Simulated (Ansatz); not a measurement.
**Strained layers on GaP(001)**

Plane-wave DFT in Ansatz, PBE, scalar-relativistic PAW potentials, cutoff 420 eV, no spin-orbit coupling; no spin polarisation. Relaxed cubic crystals, elastic constants with ions relaxed. The substrate, GaP (F-43m), has a = 5.506 Å.

```csv
film,a (Å),C11 (GPa),C12 (GPa)
GaAs (F-43m),5.745,99.5,41.6
ZnSe (F-43m),5.733,79.8,45.1
ZnS (F-43m),5.444,96.9,55.8
```

Q: For coherent growth on (001), give the strains, the film stress and the thickness at which misfit dislocations become favourable.

A: In the plane ε∥ = a_s/a − 1; free along the normal, ε⊥ = −(2C12/C11) ε∥; the stress is Mε∥ with M = C11 + C12 − 2C12²/C11 (tension positive). For 60° dislocations (b = a/√2, ν = C12/(C11 + C12)) the Matthews–Blakeslee balance for one layer on a thick substrate is h = b(1 − ν/4)(ln(h/b) + 1)/(4π|ε∥|(1 + ν)).
```csv
film,ε∥ (%),ε⊥ (%),M (GPa),stress (GPa),h_c (nm)
GaAs (F-43m),-4.16,+3.48,106,-4.4,1.1
ZnSe (F-43m),-3.96,+4.48,74,-2.9,1.1
ZnS (F-43m),+1.14,-1.31,88,+1.0,7.0
```

h_c falls faster than 1/|ε∥|, owing to the logarithm, and depends on stiffness only through ν, since the film's and the dislocation's energy both scale with the shear modulus. It is an isotropic equilibrium estimate: cool growth keeps films coherent beyond it, large misfits give islands first, linear elasticity loses accuracy past a few per cent, and values of a few b mean that hardly any coherent film forms. The misfits are those of this functional at 0 K and can differ from measured ones by up to about one per cent of strain, enough to change h_c of ZnS (F-43m) severalfold. Thicker films in tension may also crack. Interfaces between crystals of different valence carry charges of their own.

Cost: about 7.4 core-minutes for the runs cited, on Intel Xeon 6975P-C (Granite Rapids), Arm Neoverse V2, AMD EPYC 7R43 (Zen 3) (shared hosts).